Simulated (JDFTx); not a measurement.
The system is Ta.

```
CELL_PARAMETERS angstrom
-1.65128 1.65128 1.65128
1.65128 -1.65128 1.65128
1.65128 1.65128 -1.65128
ATOMIC_POSITIONS crystal
Ta 0.00000 0.00000 0.00000
```

| Item | Value |
| --- | --- |
| Program | JDFTx 1.7.0 (patched build) |
| Task | single point |
| Functional | PBEsol |
| Potentials or basis | PseudoDojo-SR-PBEsol-0.4.1-standard with smoothed tails |
| Cutoff | 789 eV |
| Density cutoff | 3157 eV |
| k mesh | 11 × 11 × 11 |
| Occupations | fermi-dirac, width 0.05 eV |
| Spin | no spin polarisation |

On this cell: pressure -4.2 GPa; band gap on the k mesh none (metal or under the smearing width).

The same run follows on a disturbed copy (cell strained at random at fixed volume):

```
CELL_PARAMETERS angstrom
-1.62073 1.65465 1.62924
1.69780 -1.62617 1.67783
1.62244 1.62787 -1.60076
ATOMIC_POSITIONS crystal
Ta 0.00191 0.97643 0.99590
```

Problem. What does the disturbed cell give?

Solution. The energy (extrapolated to zero smearing) moves by +14.3 meV/atom; pressure -3.8 GPa; band gap on the k mesh none (metal or under the smearing width).

Stress tensor (GPa, compression positive):
```
-4.39 -0.24 -4.10
-0.24 -3.16 -1.44
-4.10 -1.44 -3.94
```
